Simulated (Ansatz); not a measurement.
GaN:

```xyz
2
Lattice="0.0000 2.2535 2.2535 2.2535 0.0000 2.2535 2.2535 2.2535 0.0000" Properties=species:S:1:pos:R:3 pbc="T T T"
Ga    0.0000    0.0000    0.0000
N     1.1268    1.1268    1.1268
```

The cell is a database's computed one.

Base run:

```yaml
Program: Ansatz 0.2.0
Functional: rPW86-PBE
Potentials_or_basis: Ansatz PAW
Cutoff: "420 eV (not typed: the program's choice for these potentials)"
k_mesh: 10 × 10 × 10
Occupations: fermi-dirac, width 0.05 eV
Spin: no spin polarisation
```

Its results: band gap on the k mesh 1.73 eV, direct; pressure 10.7 GPa.

Question: The run is repeated on the same cell with these changes: functional from rPW86-PBE to PBE; cutoff from 420 eV (not typed: the program's choice for these potentials) to 800 eV. What comes out?

Answer: Band gap on the k mesh 1.72 eV, direct; pressure 5.0 GPa.

Caveats: the PAW data sets come from PBE, with cores solved anew for the run's functional, which leaves a small shift of forces and pressure (some runs).
